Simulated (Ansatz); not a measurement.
# InGa3As4: the band gap up the ladder of functionals

The task here is to estimate one member of a computed series from the others.

Code: Ansatz 0.2.0. PAW datasets, plane waves. The calculation is spin-unpolarised, and the structure need not be a phase that has been made.

## Starting point

The cell was relaxed beforehand with r2SCAN.

The symmetry is P-4m2 (No. 115, tetragonal); conventional cell a = 4.080 Å, c = 11.588 Å, 24.11 Å³ an atom. Ga has 4 As at 2.46–2.47 Å; As has 4 Ga at 2.47 Å; Ga has 4 As at 2.47 Å; As has 2 Ga at 2.46 Å and 2 In at 2.61 Å; In has 4 As at 2.61 Å.

As a file:

```
Ga As In
1.0
     4.07990    0.00000    0.00000
     0.00000    4.07990    0.00000
     0.00000    0.00000   11.58761
Ga As In
3 4 1
Direct
  0.00000 0.00000 0.75936
  0.50000 0.50000 0.00000
  0.00000 0.00000 0.24064
  0.00000 0.50000 0.87976
  0.50000 0.00000 0.12024
  0.00000 0.50000 0.35979
  0.50000 0.00000 0.64021
  0.50000 0.50000 0.50000
```

The first run:

input.yaml

```yaml
crystal:
  lattice:
    - [4.0799044233, 0.0, 0.0]
    - [0.0, 4.0799044233, 0.0]
    - [0.0, 0.0, 11.5876096393]
  atoms:
    - { symbol: Ga, position: [0.0, 0.0, 0.7593578769] }
    - { symbol: As, position: [0.0, 0.5, 0.8797599882] }
    - { symbol: Ga, position: [0.5, 0.5, 0.0] }
    - { symbol: As, position: [0.5, 0.0, 0.1202400118] }
    - { symbol: Ga, position: [0.0, 0.0, 0.2406421231] }
    - { symbol: As, position: [0.0, 0.5, 0.3597937564] }
    - { symbol: In, position: [0.5, 0.5, 0.5] }
    - { symbol: As, position: [0.5, 0.0, 0.6402062436] }
kpoints:
  mp_grid: { grid: [6, 6, 2] }
  band_path:
    path:
      - [[0.0, 0.0, 0.0], [0.0, 0.5, 0.0], [0.5, 0.5, 6.342051875179e-33], [0.0, 0.0, 0.0], [-5.720309315466e-50, 0.0, 0.5], [-5.720309315466e-50, 0.5, 0.5], [0.5, 0.5, 0.5], [-5.720309315466e-50, 0.0, 0.5]]
      - [[0.0, 0.5, 0.0], [-5.720309315466e-50, 0.5, 0.5]]
      - [[0.5, 0.5, 6.342051875179e-33], [0.5, 0.5, 0.5]]
    npoints: 10
hamiltonian:
  xc: pbe
scf:
  occupations: { method: fermi_dirac, width: 0.02 }
  n_extra_bands: 6
output:
  forces: true
  stress: true
  eigenvalues: true
  write_density: true
  write_potential: true
  elf: true
  volumetric_format: npy
```

Started as:

```console
$ ansatz run input.yaml --threads 4 --pin off --max-ram 6451MiB --backend cpu --events-out ev --progress --plain --runs-dir out
```

Steps of the session up to this table: Band structure with PBE; r2SCAN; Single point with HSE06; Single point with PBE+SOC.

One of the session's tables, all rows but one given; the rest of the session is left out.

```
  level  gap (eV)
    PBE      0.12
 r2SCAN         ?
  HSE06      0.97
PBE+SOC      0.01
```

Q: Estimate the row for r2SCAN from the others.

As computed: gap (eV): 0.58. In the column «gap (eV)» it lies between PBE (0.12) and HSE06 (0.97).

Meshes: PBE 6×6×2, r2SCAN 6×6×2, HSE06 4×4×2, PBE+SOC 6×6×2

What this shows: The gap runs from 0.01 eV (PBE+SOC) to 0.97 eV (HSE06). PBE reaches 12 % of the HSE06 value, and r2SCAN 60 %.

To keep in mind: Warnings in the runs' records: stress scf threshold loose, stress exchange threshold loose.
